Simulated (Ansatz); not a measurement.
## Rh (Fm-3m), comparing deformations

Method: DFT PBE, scalar-relativistic, plane waves, PAW in Ansatz 0.2.0. Cutoff 420 eV, Γ-centred 26×26×26 k-points, Gaussian smearing of 0.15 eV. No spin polarisation. Energies are free energies at this smearing, counted from the undisturbed cell; pressure is positive in compression.

Reference structure (relaxed at this level; with this scan's settings it stands at 0.1 GPa):

```xyz
1
Lattice="0.0000 1.9150 1.9150 1.9150 0.0000 1.9150 1.9150 1.9150 0.0000" Properties=species:S:1:pos:R:3 pbc="T T T"
Rh    0.0000    0.0000    0.0000
```

The cell is strained by ε times a Voigt pattern (xx, yy, zz, yz, xz, xy; engineering shear) with fractional coordinates fixed. τ = (1/V0) dE/dε comes from the stress tensor. Of each scan, only the three points used here are listed.

| pattern | ε | τ (GPa) |
| --- | --- | --- |
| (0, 1, 0, 0, 0, 0) | -0.0250 | -11.22 |
| (0, 1, 0, 0, 0, 0) | 0.0000 | -0.10 |
| (0, 1, 0, 0, 0, 0) | 0.0250 | 9.36 |
| (1, 0, 0, 0, 0, 0) | -0.0250 | -11.22 |
| (1, 0, 0, 0, 0, 0) | 0.0000 | -0.10 |
| (1, 0, 0, 0, 0, 0) | 0.0250 | 9.36 |
| (1, 1, 0, 0, 0, 0) | -0.0250 | -33.85 |
| (1, 1, 0, 0, 0, 0) | 0.0000 | -0.19 |
| (1, 1, 0, 0, 0, 0) | 0.0250 | 25.78 |
| (0, 0, 1, 0, 0, 0) | -0.0250 | -11.22 |
| (0, 0, 1, 0, 0, 0) | 0.0000 | -0.10 |
| (0, 0, 1, 0, 0, 0) | 0.0250 | 9.36 |

Which constants do the scans give, and which deformation costs least for the same size of strain tensor?

The slope dτ/dε at zero (parabola through three points) is pᵀCp: (0, 1, 0, 0, 0, 0) gives C11 = 412 GPa; (1, 0, 0, 0, 0, 0) gives C11 = 412 GPa; (1, 1, 0, 0, 0, 0) gives 2(C11 + C12) = 1193 GPa; (0, 0, 1, 0, 0, 0) gives C11 = 412 GPa. The size of the strain tensor, ε:ε, is ε² times 1.0, 1.0, 2.0, 1.0. Per unit of it the stiffnesses are 412, 412, 596, 412 GPa, so (0, 1, 0, 0, 0, 0) is the softest of these, level with (1, 0, 0, 0, 0, 0) (alike by symmetry): at ε:ε = (1 %)² the quadratic term costs 1.80 meV/atom against 2.61 for the stiffest. These are clamped-ion values.

What else follows for this cubic crystal?

From the unrounded slopes C11 = 411.6 and C12 = 184.7 GPa, so B = (C11 + 2 C12)/3 = 260 GPa and the Poisson ratio for a pull along a cube edge is C12/(C11 + C12) = 0.31.

In a metal these slopes depend on the k mesh and the smearing.